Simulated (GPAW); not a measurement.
Crystal: HfB2.

```xyz
3
Lattice="3.1400 0.0000 0.0000 -1.5700 2.7193 0.0000 0.0000 0.0000 3.4800" Properties=species:S:1:pos:R:3 pbc="T T T"
Hf    0.0000    0.0000    0.0000
B     1.5700    0.9064    1.7400
B     0.0000    1.8129    1.7400
```

* Program: GPAW 26.7.0
* Task: relaxation of cell and atoms
* Functional: PBEsol
* Dispersion: D3
* Potentials or basis: PAW data sets generated in the run's folder for this functional
* Cutoff: 800 eV
* Basis: pw
* k mesh: 7 × 7 × 6
* Occupations: fermi-dirac, width 0.05 eV
* Spin: no spin polarisation

At the start: pressure -6.6 GPa; volume 9.90 Å³/atom.

Q: Where does the relaxation end?

A: Over 6 steps the energy falls by 5.1 meV/atom and the volume is 9.66 Å³/atom (-2.5 %); space group P6/mmm (No. 191, to 0.05 Å).

Step by step:
```csv
step,energy change (eV),largest force (eV/Å),pressure (GPa),volume (Å³)
1,0.0000,0.0000,-6.63,29.71
2,-0.0062,0.0000,-5.16,29.54
3,-0.0150,0.0000,0.15,28.95
4,-0.0150,0.0000,0.02,28.97
5,-0.0151,0.0000,-0.15,28.98
6,-0.0152,0.0000,-0.12,28.98
```

Final structure:
```xyz
3
Lattice="3.1171 0.0000 0.0000 -1.5586 2.6995 0.0000 0.0000 0.0000 3.4436" Properties=species:S:1:pos:R:3 pbc="T T T"
Hf    0.0000    0.0000    0.0000
B     1.5586    0.8998    1.7218
B     0.0000    1.7997    1.7218
```

Caveat: later steps reuse the first step's grids; pairwise dispersion overbinds metals, which lowers pressure and volume.
